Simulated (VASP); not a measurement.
# TePb (Fm-3m) in VASP: a series of runs, part 2 of 2

VASP 6.6.1.

## Step 4: Single point, PBEsol

This run uses another cell than the first one, of 33.93 Å³/atom.

Contents of INCAR:

```
  PREC = Accurate
  ENCUT = 520
  EDIFF = 1E-6
  ISMEAR = 0
  SIGMA = 0.01
  LREAL = False
  LASPH = True
  NELM = 60
  ALGO = Normal
  ISIF = 2
  LWAVE = False
  LCHARG = True
  GGA = PS
  LELF = True
  LVHAR = True
  NBANDS = 17
```

Contents of KPOINTS:

```
regular mesh
0
Gamma
  6 6 6
```

Contents of POSCAR:

```
TePb
1.0
    0.0000000000      3.2374404633      3.2374404633
    3.2374404633      0.0000000000      3.2374404633
    3.2374404633      3.2374404633      0.0000000000
Te Pb
1 1
Direct
    0.5000000000      0.5000000000      0.5000000000
    0.0000000000      0.0000000000      0.0000000000
```

Potentials or basis: VASP PAW PBE potentials, release 64 (Te, Pb_d).

The run is started by

```bash
$ cat potpaw_PBE.64/Te/POTCAR potpaw_PBE.64/Pb_d/POTCAR > POTCAR
$ mpirun -np 1 vasp_std > vasp.out
```

OUTCAR:

```text
PREC = Accurate
   ENCUT = 520
   EDIFF = 1E-6
   ISMEAR = 0
   LREAL = False
   LASPH = True
   NELM = 60
   ISIF = 2
   GGA = PS

 ion  position               nearest neighbor table
   1  0.500  0.500  0.500-   2 3.24   2 3.24   2 3.24   2 3.24   2 3.24   2 3.24
   2  0.000  0.000  0.000-   1 3.24   1 3.24   1 3.24   1 3.24   1 3.24   1 3.24

  LATTYP: Found a face centered cubic cell.
 ALAT       =     6.4748809266

  Lattice vectors:

 A1 = (   0.0000000000,   3.2374404633,   3.2374404633)
[... 496 lines left out ...]
------------------------ aborting loop because EDIFF is reached ----------------------------------------

  FORCE on cell =-STRESS in cart. coord.  units (eV):
  Direction    XX          YY          ZZ          XY          YZ          ZX
  --------------------------------------------------------------------------------------
  -------------------------------------------------------------------------------------
  Total       -0.2864019     -0.2864019     -0.2864019      0.0000000      0.0000000      0.0000000
  in kB       -6.7616255     -6.7616255     -6.7616255      0.0000000      0.0000000      0.0000000
  external PRESSURE =      -6.7616255 kB  Pullay stress =       0.0000000 kB

 VOLUME and BASIS-vectors are now :
 -----------------------------------------------------------------------------
  energy-cutoff  :      520.00
  volume of cell :       67.86
      direct lattice vectors                 reciprocal lattice vectors
     0.000000000  3.237440463  3.237440463    -0.154442995  0.154442995  0.154442995
     3.237440463  0.000000000  3.237440463     0.154442995 -0.154442995  0.154442995
     3.237440463  3.237440463  0.000000000     0.154442995  0.154442995 -0.154442995

 POSITION                                       TOTAL-FORCE (eV/Angst)
 -----------------------------------------------------------------------------------
      3.23744      3.23744      3.23744         0.000000      0.000000      0.000000
      0.00000      0.00000      0.00000         0.000000      0.000000     -0.000000
 -----------------------------------------------------------------------------------
    total drift:                               -0.000000      0.000000      0.000000

  FREE ENERGIE OF THE ION-ELECTRON SYSTEM (eV)
  ---------------------------------------------------
  free  energy   TOTEN  =        -8.2581948571 eV

  energy  without entropy=       -8.2581948571  energy(sigma->0) =       -8.25819486
```

stdout:

```text
POSCAR found type information on POSCAR TePb
 POSCAR found :  2 types and       2 ions
 scaLAPACK will be used
 -----------------------------------------------------------------------------
|                                                                             |
|                                                                             |
|     You enforced a specific xc type in the INCAR file but a different       |
|     I HOPE YOU KNOW WHAT YOU ARE DOING!                                     |
|                                                                             |
 -----------------------------------------------------------------------------

 LDA part: xc-table for (Slater+PW92), standard interpolation
 POSCAR, INCAR and KPOINTS ok, starting setup
 FFT: planning ... GRIDC
 FFT: planning ... GRID_SOFT
 FFT: planning ... GRID
 WAVECAR not read
 entering main loop
```

Wall time 40 s (1 thread of Intel Xeon 8259CL, shared host); peak memory 0.2 GiB.

What came out:

```yaml
Free_energy: -8.2582 eV
Pressure: -0.7 GPa
Band_gap_on_the_k_mesh: 0.68 eV
```

Caveat: the PAW data sets were made with another functional, which shifts forces and pressure a little; spin-orbit coupling is left out, which moves the levels of the heavy elements.

## Step 5: Single point, revPBE

Contents of INCAR:

```
SYSTEM = TePb
ALGO = Normal
EDIFF = 1E-6
ENCUT = 520
GGA = RE
ISIF = 2
ISMEAR = 0
LASPH = .TRUE.
LCHARG = .FALSE.
LREAL = .FALSE.
LWAVE = .FALSE.
NBANDS = 17
NELM = 60
PREC = Accurate
SIGMA = 0.01
```

Contents of KPOINTS:

```
k-points
0
G
  6 6 6
  0 0 0
```

Contents of POSCAR:

```
TePb
1.0
    0.0000000000      3.2213337944      3.2213337944
    3.2213337944      0.0000000000      3.2213337944
    3.2213337944      3.2213337944      0.0000000000
Te Pb
1 1
Direct
    0.5000000000      0.5000000000      0.5000000000
    0.0000000000      0.0000000000      0.0000000000
```

Potentials or basis: VASP PAW PBE potentials, release 64 (Te, Pb_d).

The run is started by

```bash
$ cat potpaw_PBE.64/Te/POTCAR potpaw_PBE.64/Pb_d/POTCAR > POTCAR
$ mpirun -np 1 vasp_std > vasp.out
```

OUTCAR:

```text
SYSTEM = TePb
   EDIFF = 1E-6
   ENCUT = 520
   GGA = RE
   ISIF = 2
   ISMEAR = 0
   LASPH = .TRUE.
   LREAL = .FALSE.
   NELM = 60
   PREC = Accurate

 ion  position               nearest neighbor table
   1  0.500  0.500  0.500-   2 3.22   2 3.22   2 3.22   2 3.22   2 3.22   2 3.22
   2  0.000  0.000  0.000-   1 3.22   1 3.22   1 3.22   1 3.22   1 3.22   1 3.22

  LATTYP: Found a face centered cubic cell.
 ALAT       =     6.4426675888

  Lattice vectors:

 A1 = (   0.0000000000,   3.2213337944,   3.2213337944)
 A2 = (   3.2213337944,   0.0000000000,   3.2213337944)
 A3 = (   3.2213337944,   3.2213337944,   0.0000000000)

Analysis of symmetry for initial positions (statically):
=====================================================================
 Subroutine PRICEL returns:
 Original cell was already a primitive cell.

 Routine SETGRP: Setting up the symmetry group for a
 face centered cubic supercell.

 Subroutine GETGRP returns: Found 48 space group operations
 (whereof 48 operations were pure point group operations)
 out of a pool of 48 trial point group operations.

The static configuration has the point symmetry O_h .

Analysis of symmetry for dynamics (positions and initial velocities):
=====================================================================
 Subroutine PRICEL returns:
 Original cell was already a primitive cell.

 Routine SETGRP: Setting up the symmetry group for a
 face centered cubic supercell.

 Subroutine GETGRP returns: Found 48 space group operations
 (whereof 48 operations were pure point group operations)
 out of a pool of 48 trial point group operations.

The dynamic configuration has the point symmetry O_h .

 Subroutine INISYM returns: Found 48 space group operations
 (whereof 48 operations are pure point group operations),
 and found     1 'primitive' translations

----------------------------------------------------------------------------------------

[... 102 lines left out ...]
     AMIX     =   0.40;   BMIX     =  1.00
     AMIX_MAG =   1.60;   BMIX_MAG =  1.00
  volume/ion in A,a.u.               =      33.43       225.58
  Fermi-wavevector in a.u.,A,eV,Ry     =   1.094895  2.069051 16.310594  1.198795
  Thomas-Fermi vector in A             =   2.231208
   LORBIT       =      0    0 simple, 1 ext, 2 COOP (PROOUT), +10 PAW based schemes
   GGA     = RE    functional components
   LHFCALC =     F    Hartree Fock is set to
   AEXX    =    0.0000 exact exchange contribution
   IVDW    =     0    specifies the selected vdW correction
   LEPSILON=     F    determine dielectric tensor
   LRPA    =     F    only Hartree local field effects (RPA)
 non-spin polarized calculation
 Gauss-broadening in eV      SIGMA  =   0.01
  energy-cutoff  :      520.00
  volume of cell :       66.86
 maximum number of plane-waves:      1820
 NGX is ok and might be reduce to    36
   NGX = 17   NGY = 17   NGZ = 17

 number of electron      20.0000002 magnetization

 Free energy of the ion-electron system (eV)
  ---------------------------------------------------
  ext. energy  EPLUGINS =         0.00000000
  ---------------------------------------------------
  free energy    TOTEN  =        -6.86534782 eV

  energy without entropy =       -6.86534782  energy(sigma->0) =       -6.86534782

 E-fermi :   5.9179     XC(G=0):  -9.2502

 val. band max:        5.8329173135   @ k =   0.5000   0.0000   0.0000
 cond. band min:       6.5944410528   @ k =   0.5000   0.0000   0.0000
 fundamental gap:      0.7615237393
 Fermi energy:         5.9179173228

 k-point     1 :       0.0000    0.0000    0.0000
  band No.  band energies     occupation
      1     -10.9601      2.00000
      2     -10.9601      2.00000
      3     -10.9529      2.00000
      4     -10.9529      2.00000
      5     -10.9529      2.00000
      6      -6.2539      2.00000
[... 297 lines left out ...]
      4     -10.9359      2.00000
      5     -10.9263      2.00000
      6      -4.4241      2.00000
[... 9 lines left out ...]
     16      16.5694      0.00000
     17      17.3903      0.00000

------------------------ aborting loop because EDIFF is reached ----------------------------------------

  FORCE on cell =-STRESS in cart. coord.  units (eV):
  Direction    XX          YY          ZZ          XY          YZ          ZX
  --------------------------------------------------------------------------------------
  -------------------------------------------------------------------------------------
  Total        1.5083644      1.5083644      1.5083644      0.0000000      0.0000000      0.0000000
  in kB       36.1476180     36.1476180     36.1476180      0.0000000      0.0000000      0.0000000
  external PRESSURE =      36.1476180 kB  Pullay stress =       0.0000000 kB

 VOLUME and BASIS-vectors are now :
 -----------------------------------------------------------------------------
  energy-cutoff  :      520.00
  volume of cell :       66.86
      direct lattice vectors                 reciprocal lattice vectors
     0.000000000  3.221333794  3.221333794    -0.155215210  0.155215210  0.155215210
     3.221333794  0.000000000  3.221333794     0.155215210 -0.155215210  0.155215210
     3.221333794  3.221333794  0.000000000     0.155215210  0.155215210 -0.155215210

 POSITION                                       TOTAL-FORCE (eV/Angst)
 -----------------------------------------------------------------------------------
      3.22133      3.22133      3.22133        -0.000000     -0.000000     -0.000000
      0.00000      0.00000      0.00000         0.000000      0.000000      0.000000
 -----------------------------------------------------------------------------------
    total drift:                               -0.000000      0.000000      0.000000

  FREE ENERGIE OF THE ION-ELECTRON SYSTEM (eV)
  ---------------------------------------------------
  free  energy   TOTEN  =        -6.8653478216 eV

  energy  without entropy=       -6.8653478216  energy(sigma->0) =       -6.86534782
```

OSZICAR:

```text
N       E                     dE             d eps       ncg     rms          rms(c)
DAV:   1     0.151492344708E+03    0.15149E+03   -0.91946E+03   544   0.113E+03
DAV:   2     0.332225280273E+01   -0.14817E+03   -0.14412E+03   588   0.298E+02
DAV:   3    -0.668622217920E+01   -0.10008E+02   -0.98841E+01   718   0.828E+01
DAV:   4    -0.696405611431E+01   -0.27783E+00   -0.27752E+00   685   0.151E+01
DAV:   5    -0.697485481942E+01   -0.10799E-01   -0.10798E-01   758   0.275E+00    0.345E+00
DAV:   6    -0.686359862055E+01    0.11126E+00   -0.24393E-01   806   0.339E+00    0.217E+00
DAV:   7    -0.686231601905E+01    0.12826E-02   -0.87378E-02   658   0.143E+00    0.930E-01
DAV:   8    -0.686530856393E+01   -0.29925E-02   -0.10974E-02   652   0.104E+00    0.181E-01
DAV:   9    -0.686527241779E+01    0.36146E-04   -0.12705E-03   808   0.411E-01    0.834E-02
DAV:  10    -0.686533695871E+01   -0.64541E-04   -0.29335E-04   596   0.135E-01    0.134E-02
DAV:  11    -0.686534807707E+01   -0.11118E-04   -0.64108E-05   722   0.735E-02    0.178E-02
DAV:  12    -0.686534782160E+01    0.25548E-06   -0.26324E-06   607   0.973E-03
   1 F= -.68653478E+01 E0= -.68653478E+01  d E =-.437772E-35
```

Wall time 34 s (1 thread of Intel Xeon 8259CL, shared host); peak memory 0.2 GiB.

What came out:

```
Free energy            : -6.8653 eV
Pressure               : 3.6 GPa
Band gap on the k mesh : 0.76 eV
```

Levels at points of the mesh, in eV from the valence-band top:
```tsv
k point	band 6	band 7	band 8	band 9	band 10	band 11	band 12	band 13	band 14	band 15
(0.00, 0.00, 0.00)	-12.09	-5.55	-1.39	-1.39	-1.39	4.11	4.11	4.11	5.78	5.78
(0.50, 0.00, 0.00)	-10.63	-8.62	-0.93	-0.93	0.00	0.76	1.27	1.27	8.46	9.22
(0.50, 0.50, 0.00)	-10.37	-7.29	-4.56	-2.86	-2.86	3.28	5.53	5.53	6.79	10.09
```

Caveat: the cell stands under pressure; the PAW data sets were made with another functional, which shifts forces and pressure a little; spin-orbit coupling is left out, which moves the levels of the heavy elements. A k mesh can miss the band edges.

## Step 6: Summary

```tsv
level	cell	gap on the mesh (eV)	pressure (GPa)
PBEsol	a = 4.556 Å, angles 60.0°, 2 atoms	0.65	0.0
PBEsol	a = 4.533 Å, angles 60.0°, 2 atoms	0.62	0.7
PBEsol	a = 4.578 Å, angles 60.0°, 2 atoms	0.68	-0.7
revPBE	a = 4.556 Å, angles 60.0°, 2 atoms	0.76	3.6
```

Alike in all rows: task single point; potentials or basis VASP PAW PBE potentials, release 64 (Te, Pb_d); no spin polarisation; k mesh 6 × 6 × 6; cutoff (eV) 520; smearing gaussian 0.01 eV.

Caveats: the PAW data sets were made with another functional, which shifts forces and pressure a little; spin-orbit coupling is left out, which moves the levels of the heavy elements; the cell stands under pressure (at least some runs).

Total energies depend on the potentials used, so only differences within one code and one set of settings carry meaning.

## Step 7: How close it comes

Step 2. Against the measured gap of TePb, 0.19 eV (direct; 4.2 K; a printed reference work, monograph), the calculated 0.65 eV is off by +0.46 eV. Spin-orbit coupling on Pb, Te is left out. The value is that of PBEsol on a finite k mesh, which can miss the band edges, without temperature or zero-point motion.

Step 3. Against the measured gap of TePb, 0.19 eV (direct; 4.2 K; a printed reference work, monograph), the calculated 0.62 eV is off by +0.43 eV. Spin-orbit coupling on Pb, Te is left out. The value is that of PBEsol on a finite k mesh, which can miss the band edges, without temperature or zero-point motion.

Step 4. Measured gap of TePb: 0.19 eV (direct; 4.2 K; a printed reference work, monograph). This calculation gives 0.68 eV (+0.49 eV). Spin-orbit coupling on Pb, Te is left out. The value is that of PBEsol on a finite k mesh, which can miss the band edges, without temperature or zero-point motion.
